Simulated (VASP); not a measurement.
A run of VASP 6.6.1 is set up as follows.

Contents of INCAR:

```
ALGO = Normal ; EDIFF = 1E-6
EDIFFG = -0.01 ; ENCUT = 300
GGA = PE ; IBRION = 2
ISIF = 3 ; ISMEAR = 0
LASPH = True ; LCHARG = False
LREAL = False ; LWAVE = False
NELM = 80 ; NSW = 90
PREC = Accurate ; SIGMA = 0.03
```

Contents of KPOINTS:

```
k-points
0
Gamma
  4 2 1
```

File POSCAR:

```
Te2Mo
1.0
    3.4770000000      0.0000000000      0.0000000000
    0.0000000000      6.3350000000      0.0000000000
    0.0000000000      0.0000000000     13.8890000000
Mo Te
4 8
Direct
    0.0000000000      0.6052000000      0.5003000000
    0.5000000000      0.3948000000      0.0003000000
    0.0000000000      0.0301000000      0.0147000000
    0.5000000000      0.9699000000      0.5147000000
    0.0000000000      0.8626000000      0.6557000000
    0.5000000000      0.1374000000      0.1557000000
    0.0000000000      0.6405000000      0.1125000000
    0.5000000000      0.3595000000      0.6125000000
    0.0000000000      0.2900000000      0.8593000000
    0.5000000000      0.7100000000      0.3593000000
    0.0000000000      0.2160000000      0.4027000000
    0.5000000000      0.7840000000      0.9027000000
```

Potentials or basis: VASP PAW PBE potentials, release 64 (Mo, Te).

Run with:

```sh
$ cat potpaw_PBE.64/Mo/POTCAR potpaw_PBE.64/Te/POTCAR > POTCAR
$ mpirun -np 4 vasp_std > vasp.out
```

(1) Estimate the relaxed cell.

(2) Predict the space group after relaxing (to 0.05 Å).

## Answers

(1) a = 3.401 Å, b = 6.449 Å, c = 15.345 Å, α = 90.00°, β = 90.00°, γ = 90.00°.

(2) Pmn2_1 (No. 31).

Caveat: the k mesh is coarse (spacing up to 0.50 Å⁻¹), so the values aren't converged.
